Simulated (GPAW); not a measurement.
# Zr (P6_3/mmc) in GPAW: a series of runs

Runs on Zr. Level: LDA. Tasks: equation of state, band structure.

All numbers are computed with GPAW 26.7.0; they aren't measurements. Logs are shortened: lines on timing, memory, paths and dates and some standing lists are left out, and cuts for length are marked. The log counts tension as positive stress, the text compression.

## Step 1: Starting point

Symmetry: P6_3/mmc, No. 194, hexagonal system. The conventional cell has a = 3.232 Å, b = 3.232 Å, c = 5.147 Å, α = 90.00°, β = 90.00°, γ = 120.00°. Zr (site symmetry -6m2) has 12 Zr at 3.18 to 3.23 Å as nearest neighbours.

## Step 2: Equation of state, LDA

Input file run.py:

```python
from ase.eos import EquationOfState
from ase.io import Trajectory
from ase.spacegroup import crystal
from ase.units import GPa
from gpaw import GPAW, PW, setup_paths

setup_paths.insert(0, '.')

# Zr 2c
atoms = crystal(['Zr'],
                basis=[[0.6666666667, 0.3333333333, 0.75]],
                spacegroup=194, setting=1,  # P6_3/mmc
                cellpar=[3.232, 3.232, 5.147, 90.0, 90.0, 120.0],
                primitive_cell=True)

traj = Trajectory('eos.traj', 'w')
volumes, energies = [], []
for x in [0.94, 0.96, 0.98, 1.0, 1.02, 1.04, 1.06]:
    a = atoms.copy()
    a.set_cell(atoms.cell * x**(1 / 3), scale_atoms=True)
    calc = GPAW(mode=PW(600),
                xc='LDA',
                kpts={'size': (7, 7, 4), 'gamma': True},
                occupations={'name': 'fermi-dirac', 'width': 0.05},
                nbands=24,
                convergence={'density': 1e-05, 'energy': 1e-05},
                maxiter=150,
                txt=f'eos-{x:.2f}.txt')
    a.calc = calc
    energies.append(a.get_potential_energy(force_consistent=True))
    volumes.append(a.get_volume())
    p = -a.get_stress()[:3].mean() / GPa
    calc.write(f'eos-{x:.2f}.gpw')
    traj.write(a)
    print(f'{x:.2f} {volumes[-1]:10.4f} A^3 {energies[-1]:14.6f} eV {p:9.3f} GPa', flush=True)

v0, e0, B = EquationOfState(volumes, energies, eos='birchmurnaghan').fit()
print(f'V0 = {v0:.4f} A^3, E0 = {e0:.6f} eV, B0 = {B / GPa:.2f} GPa')
```

Potentials or basis: PAW data sets generated in the run's folder for this functional, pw.

Started as:

```console
$ gpaw-setup -f LDA Zr
$ OMP_NUM_THREADS=1 python run.py
```

Standard output:

```text
__  _  _
 | _ |_)|_||  |
 |__||  | ||/\| - 26.7.0

Input parameters:
  mode=PW(ecut=600.0),
  convergence={'density': 1e-05, 'energy': 1e-05},
  kpts=MonkhorstPack(size=(7, 7, 4), gamma=True),
  maxiter=150,
  nbands=24,
  occupations=Occupations(name='fermi-dirac', width=0.05),
  xc=XC(name='LDA')

Diagonalizing LCAO Hamiltonian
Converting LCAO to pw mode

           Zr

        Zr

Atoms  # Å, Bohr magnetons
|   | symbol |         x |        y |        z |    initial magnetic moments |
|---|--------|-----------|----------|----------|-----------------------------|
| 0 |     Zr |  1.583011 | 0.913952 | 3.781447 | ( 0.0000,  0.0000,  0.0000) |
| 1 |     Zr | -0.000000 | 1.827904 | 1.260482 | ( 0.0000,  0.0000,  0.0000) |

Unit cell  # Å
| periodic |         x |        y |        z |  lengths |     angles |
|----------|-----------|----------|----------|----------|------------|
|      yes |  3.166022 | 0.000000 | 0.000000 | 3.166022 |  90.000000 |
|      yes | -1.583011 | 2.741856 | 0.000000 | 3.166022 |  90.000000 |
|      yes |  0.000000 | 0.000000 | 5.041930 | 5.041930 | 120.000000 |

Number of symmetries: 12
Symmetry operations  # r_c * U_cc + t_c -> r_c
|    | kind |            matrix            |
|----|------|------------------------------|
|  0 |  σ   |  1, 1, 0,  0,-1, 0,  0, 0, 1 |
|  1 |  S6  |  1, 1, 0, -1, 0, 0,  0, 0,-1 |
|  2 |  E   |  1, 0, 0,  0, 1, 0,  0, 0, 1 |
|  3 |  C2  |  1, 0, 0, -1,-1, 0,  0, 0,-1 |
|  4 |  C2  |  0, 1, 0,  1, 0, 0,  0, 0,-1 |
|  5 |  C3  |  0, 1, 0, -1,-1, 0,  0, 0, 1 |
|  6 |  S6  |  0,-1, 0,  1, 1, 0,  0, 0,-1 |
|  7 |  σ   |  0,-1, 0, -1, 0, 0,  0, 0, 1 |
|  8 |  σ   | -1, 0, 0,  1, 1, 0,  0, 0, 1 |
|  9 |  i   | -1, 0, 0,  0,-1, 0,  0, 0,-1 |
| 10 |  C3  | -1,-1, 0,  1, 0, 0,  0, 0, 1 |
| 11 |  C2  | -1,-1, 0,  0, 1, 0,  0, 0,-1 |

BZ-sampling:
  Number of BZ points: 196
  Number of IBZ points: 28

  Monkhorst-Pack size: [7, 7, 4]
  Monkhorst-Pack shift: [0.0, 0.0, 0.125]

K-points  # in reciprocal-cell coordinates
|     |                                coordinates |     weight |
|-----|--------------------------------------------|------------|
|   0 | (  0.00000000,   0.00000000,   0.00000000) | 0.00510204 |
|   1 | (  0.00000000,   0.00000000,   0.25000000) | 0.01020408 |
|   2 | (  0.00000000,   0.00000000,   0.50000000) | 0.00510204 |
|   3 | (  0.14285714,   0.00000000,  -0.25000000) | 0.03061224 |
|   4 | (  0.14285714,   0.00000000,   0.00000000) | 0.03061224 |
|   5 | (  0.14285714,   0.00000000,   0.25000000) | 0.03061224 |
|   6 | (  0.14285714,   0.00000000,   0.50000000) | 0.03061224 |
|   7 | (  0.28571429,  -0.14285714,   0.00000000) | 0.03061224 |
|   8 | (  0.28571429,  -0.14285714,   0.25000000) | 0.06122449 |
|   9 | (  0.28571429,  -0.14285714,   0.50000000) | 0.03061224 |
| ... |                                            |            |
|  27 | (  0.42857143,   0.42857143,   0.50000000) | 0.03061224 |

Plane wave coefficients: 1496
Cutoff: 600.0 eV

Spin-components: 1 (collinear spins)
Bands:           24
Projectors:      12
Spin-degeneracy: 2
Datatype:        complex128

Parallelization:
  kpt:    1
  domain: 1
  band:   1

Density:
  Valence electrons: 24.0
  Components: 1
  Grid points: [18 18 30]
  Charge: 0.0  # |e|

Potential:
  Grid points: [18 18 30]

species:
  Zr:
    name:    Zirconium
    Z:       40.0
    valence: 12
    core:    28
    charge:  0.0  # [|e|]
    compensation charges:
      type: gauss
      rc: 0.40  # [Å]
      lmax: 2
    cutoffs:
      filter: 2.39  # [Å]
      core: 1.59  # [Å]
    projectors
    | kind |    occ | energy [eV] | rcut [Å] |
    |------|--------|-------------|----------|
    |   4s |  2.000 |     -54.491 |    1.323 |
    |   5s |  2.000 |      -4.587 |    1.323 |
    |   4p |  6.000 |     -32.510 |    1.334 |
    |   5p |  0.000 |      -1.548 |    1.334 |
    |   4d |  2.000 |      -3.736 |    1.244 |
    |    d |        |      23.475 |    1.244 |

    Using partial waves for Zr as LCAO basis

Reference energy: -195573.125391  # eV

eigensolver:
  PPCG
  Converge bands: occupied
  niter=2

density mixing:
  MSR1-Mixer
  Pratt-step length: 0.05
  Maximum mixing coefficient: 0.75
  Old densities: 10
  SVD Regularization: 0.005
  Good broyden scale: 1.0
  Trust region scale: 1.0
  Backstep threshold: 4.0
  History deletion threshold: 6.0
  Fourier metric: weight=20.0, sigma=0.015

occupation numbers:
  Fermi-Dirac:
    width: 0.0500  # eV

poisson solver:
  ecut: 4800.0  # eV

xc functional:
  name: None

convergence criteria:
- Maximum integral of absolute [dens]ity change: 1e-05 electrons / valence electron
- Maximum [total energy] change in last 3 cyles: 1e-05 eV / valence electron
- Maximum integral of absolute [eigenst]ate change: 4e-08 eV^2 / valence electron
maximum number of iterations: 150

SCF iterations
|iter     | |      energy | eigst |  dens |
|---------|-|-------------|-------|-------|
|iter:   1| |  -16.662435 | +0.24 |       |
|iter:   2| |  -16.622638 | -1.51 | -1.34 |
|iter:   3| |  -16.393250 | -1.53 | -1.37 |
|iter:   4| |  -16.394928 | -2.95 | -1.99 |
|iter:   5| |  -16.396188 | -4.49 | -2.39 |
|iter:   6| |  -16.396194 | -6.06 | -3.69 |
|iter:   7| |  -16.396196c| -7.42c| -4.32 |
|iter:   8| |  -16.396196c| -7.59c| -5.12c|

Converged in 8 steps
Energy contributions relative to reference atoms: (reference = -195573.125391)

Energy contributions:
  Kinetic:           7.011107
  Coulomb:          -6.975359
  Zero:              0.768049
  External:          0.000000
  Xc:              -17.188706
  Entropy:          -0.022576
  Spinorbit:         0.000000
  ----------------------------
  Free energy:     -16.407484
  Extrapolated:    -16.396196

dipole moment: (0.000000, 0.000001, 0.000001)  # |e|*Ang

Fermi level: 9.930
Eigenvalues  # (at kpt = [0.000, 0.000, 0.000])
| band index |      eig [eV] | occ [0-2] |
|------------|---------------|-----------|
|          0 |       -38.701 |     2.000 |
|        ... |               |           |
|          2 |       -17.410 |     2.000 |
|          3 |       -16.342 |     2.000 |
|          4 |       -16.342 |     2.000 |
|          5 |       -16.171 |     2.000 |
|          6 |       -16.170 |     2.000 |
|          7 |       -16.170 |     2.000 |
[... 8 lines left out ...]
|         16 |        12.085 |     0.000 |
|         17 |        12.085 |     0.000 |
|        ... |               |           |
|         23 |        27.300 |     0.000 |

No gap
No difference between direct/indirect transitions

Stress tensor  # eV/Ang^3
|        x |         y |         z |
|----------|-----------|-----------|
| 0.004309 |  0.000000 |  0.000000 |
| 0.000000 |  0.004309 | -0.000000 |
| 0.000000 | -0.000000 |  0.004926 |

# Writing to eos-0.94.gpw (mode='')
```

Run time: 85 s. Hardware: 1 thread of Arm Neoverse V2, shared host; peak memory 0.25 GiB.

What came out:

```
Equilibrium volume                        : 21.77 Å³/atom (rough: see the caveat)
Bulk modulus at fixed shape and positions : 103 GPa (rough)
```

Energy against volume, from the lowest point:
| volume (Å³/atom) | energy (meV/atom) |
| --- | --- |
| 21.884 | 0.00 |
| 22.350 | 4.68 |
| 22.815 | 15.09 |
| 23.281 | 30.77 |
| 23.746 | 51.24 |
| 24.212 | 76.13 |
| 24.678 | 105.00 |

Caveat: the minimum lies outside the volumes run; the cell was scaled at fixed shape and fractional positions, which overstates the stiffness of a crystal with free parameters, most of all of layers and chains.

## Step 3: Band structure, LDA, spin-orbit coupling, no magnetisation

Input file run.py:

```python
import numpy as np
from ase.dft.bandgap import bandgap
from ase.io import read, write
from ase.units import GPa
from gpaw import GPAW, PW
from gpaw.spinorbit import soc_eigenstates

atoms = read('POSCAR')

calc = GPAW(mode=PW(600),
            xc='LDA',
            kpts={'size': (7, 7, 4), 'gamma': True},
            occupations={'name': 'fermi-dirac', 'width': 0.05},
            nbands=24,
            convergence={'density': 1e-05, 'energy': 1e-05},
            maxiter=150,
            txt='gpaw.txt')
atoms.calc = calc
energy = atoms.get_potential_energy()
forces = atoms.get_forces()
stress = atoms.get_stress()
calc.write('gs.gpw')
write('result.traj', atoms)
print(f'Energy: {energy:.6f} eV')
print('Forces (eV/A):')
print(forces.round(4))
print('Stress (GPa):', (stress / GPa).round(3))
print('Fermi level:', round(calc.get_fermi_level(), 4), 'eV')
print(f'Gap: {bandgap(calc)[0]:.4f} eV, direct: {bandgap(calc, direct=True)[0]:.4f} eV')

path = atoms.cell.bandpath('GMKGALHA,LM,KH', npoints=80, eps=1e-4)
bs_calc = calc.fixed_density(kpts=path, symmetry='off', nbands=36,
                             convergence={'bands': 'CBM+6.0', 'eigenstates': 1e-6}, txt='bands.txt')
bs = bs_calc.band_structure()
bs.write('bs.json')
print(f'Gap on the path: {bandgap(bs_calc)[0]:.4f} eV')

soc = soc_eigenstates(bs_calc, theta=90, phi=45)
np.savetxt('soc_bands.dat', soc.eigenvalues(), fmt='%.4f')
mesh = soc_eigenstates('gs.gpw', theta=90, phi=45)
np.savetxt('soc_mesh.dat', mesh.eigenvalues(), fmt='%.4f')
print('Fermi level with spin-orbit coupling:', round(mesh.fermi_level, 4), 'eV')
```

Input file POSCAR:

```
Zr
1.0
    3.2320000000      0.0000000000      0.0000000000
   -1.6160000000      2.7989941050      0.0000000000
    0.0000000000      0.0000000000      5.1470000000
Zr
2
Direct
    0.6666666667      0.3333333333      0.7500000000
    0.3333333333      0.6666666667      0.2500000000
```

Potentials or basis: the program's PAW data sets (release 1.2.1) made for this functional, pw.

Started as:

```console
$ OMP_NUM_THREADS=1 python run.py
```

It took 40 s on 1 thread of Arm Neoverse V2, shared host; peak memory 0.3 GiB.

Results (log left out):

| Item | Value |
| --- | --- |
| Free energy | -16.3460 eV |
| Pressure | -6.4 GPa |
| Band gap along the path | none (metal or under the smearing width) |

Stress tensor (GPa, compression positive):
```
-6.30  0.00  0.00
 0.00 -6.30  0.00
 0.00  0.00 -6.55
```

Levels at the corners of the path, in eV from the Fermi level:
```csv
point,band 22,band 23,band 24,band 25,band 26,band 27
Γ,0.73,0.83,0.83,0.93,0.93,1.19
M,-2.19,-0.22,-0.22,0.44,0.44,0.72
K,-1.35,-1.17,-1.17,0.18,0.18,0.21
Γ,0.73,0.83,0.83,0.93,0.93,1.19
A,-0.01,-0.01,-0.01,0.64,0.64,0.64
L,-1.11,-1.11,-1.11,1.61,1.61,1.61
H,-1.35,-1.28,-1.28,-0.09,-0.09,-0.02
A,-0.01,-0.01,-0.01,0.64,0.64,0.64
L,-1.11,-1.11,-1.11,1.61,1.61,1.61
M,-2.19,-0.22,-0.22,0.44,0.44,0.72
K,-1.35,-1.17,-1.17,0.18,0.18,0.21
H,-1.35,-1.28,-1.28,-0.09,-0.09,-0.02
```

Caveat: spin-orbit coupling was added after a scalar SCF, so levels and gaps hold it while energy, forces, pressure and moments don't; this program's spin-orbit splittings come out too wide for heavy elements.

## Step 4: Equation of state, LDA

Input file run.py:

```python
from ase.eos import EquationOfState
from ase.io import Trajectory
from ase.spacegroup import crystal
from ase.units import GPa
from gpaw import GPAW, PW

# Zr 2c
atoms = crystal(['Zr'],
                basis=[[0.6666666667, 0.3333333333, 0.75]],
                spacegroup=194, setting=1,  # P6_3/mmc
                cellpar=[3.232, 3.232, 5.147, 90.0, 90.0, 120.0],
                primitive_cell=True)

traj = Trajectory('eos.traj', 'w')
volumes, energies = [], []
for x in [0.94, 0.96, 0.98, 1.0, 1.02, 1.04, 1.06]:
    a = atoms.copy()
    a.set_cell(atoms.cell * x**(1 / 3), scale_atoms=True)
    calc = GPAW(mode=PW(1600),
                xc='LDA',
                kpts={'size': (7, 7, 4), 'gamma': True},
                occupations={'name': 'fermi-dirac', 'width': 0.05},
                setups='hgh',
                nbands=-12,
                convergence={'density': 1e-05, 'energy': 1e-05},
                maxiter=150,
                txt=f'eos-{x:.2f}.txt')
    a.calc = calc
    energies.append(a.get_potential_energy(force_consistent=True))
    volumes.append(a.get_volume())
    p = -a.get_stress()[:3].mean() / GPa
    calc.write(f'eos-{x:.2f}.gpw')
    traj.write(a)
    print(f'{x:.2f} {volumes[-1]:10.4f} A^3 {energies[-1]:14.6f} eV {p:9.3f} GPa', flush=True)

v0, e0, B = EquationOfState(volumes, energies, eos='birchmurnaghan').fit()
print(f'V0 = {v0:.4f} A^3, E0 = {e0:.6f} eV, B0 = {B / GPa:.2f} GPa')
```

Potentials or basis: HGH pseudopotentials, pw.

Started as:

```console
$ OMP_NUM_THREADS=1 python run.py
```

Wall time 4 min (1 thread of Arm Neoverse V2, shared host); peak memory 0.4 GiB.

Results (log left out):

* Equilibrium volume: 21.22 Å³/atom (rough: see the caveat)
* Bulk modulus at fixed shape and positions: 101 GPa (rough)

Energy against volume, from the lowest point:
```csv
volume (Å³/atom),energy (meV/atom)
21.884,0.00
22.350,11.36
22.815,27.88
23.281,49.11
23.746,74.63
24.212,104.07
24.678,137.06
```

Caveat: the minimum lies outside the volumes run; the cell was scaled at fixed shape and fractional positions, which overstates the stiffness of a crystal with free parameters, most of all of layers and chains; HGH potentials are hard and often keep d shells in the core, so these values are rough.
